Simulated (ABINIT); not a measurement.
Runs of ABINIT 10.8.3 (patched build) on SnSe2. The structure is trigonal, space group P-3m1 (No. 164). The conventional cell has a = 3.811 Å, b = 3.811 Å, c = 6.136 Å, α = 90.00°, β = 90.00°, γ = 120.00°. Around Sn (site symmetry -3m) lie 6 Se at 2.68 Å. Se (site symmetry 3m) has 3 Sn at 2.68 Å as nearest neighbours. 

```csv
task,level,potentials or basis,cell,cutoff (eV),fine-grid cutoff,gap on the mesh (eV),pressure (GPa),largest force (eV/Å)
band structure,PW91,JTH PAW PBE v2.0,as given,707,1306.15 eV,0.79,5.3,(d)
band structure,BLYP,JTH PAW PBE v2.0,as given,707,1306.15 eV,0.80,9.5,1.06
single point,PBEsol,PseudoDojo NC SR PBEsol v0.4.1 standard,"atoms moved at random, drawn with an rms of 0.05 Å",1170,-,0.66,2.1,0.64
band structure,LDA,JTH PAW PBE v2.0,as given,707,1306.15 eV,0.67,0.7,0.50
band structure,revPBE,JTH PAW PBE v2.0,as given,707,1306.15 eV,0.87,6.7,0.82
band structure,PBEsol,JTH PAW PBE v2.0,as given,707,1306.15 eV,(b),2.3,0.61
band structure,r2SCAN,JTH PAW PBE v2.0,as given,707,1306.15 eV,1.10,(a),(c)
band structure,SCAN,JTH PAW PBE v2.0,as given,707,1306.15 eV,1.04,3.1,0.87
```

Alike in all rows: no spin polarisation; k mesh 8 × 8 × 5; smearing fermi-dirac 0.05 eV.

Problem. Fill in the values left out.

Solution. (a) 3.4; (b) 0.74; (c) 0.52; (d) 0.79.

Caveats: spin-orbit coupling is left out, which moves the levels of the heavy elements; the PAW data sets were made with another functional, which shifts forces and pressure a little (some runs); this functional lacks dispersion, which binds the layers, so the pressure and a relaxed spacing across them are unreliable (some runs); an odd mesh through Γ misses points on the zone boundary, where band edges often lie (some runs).

A k mesh can miss the band edges, and the runs leave out spin-orbit coupling on Se, Sn.

The runs don't all hold the same shells in valence.

Runs at the PBE level aren't shown here.
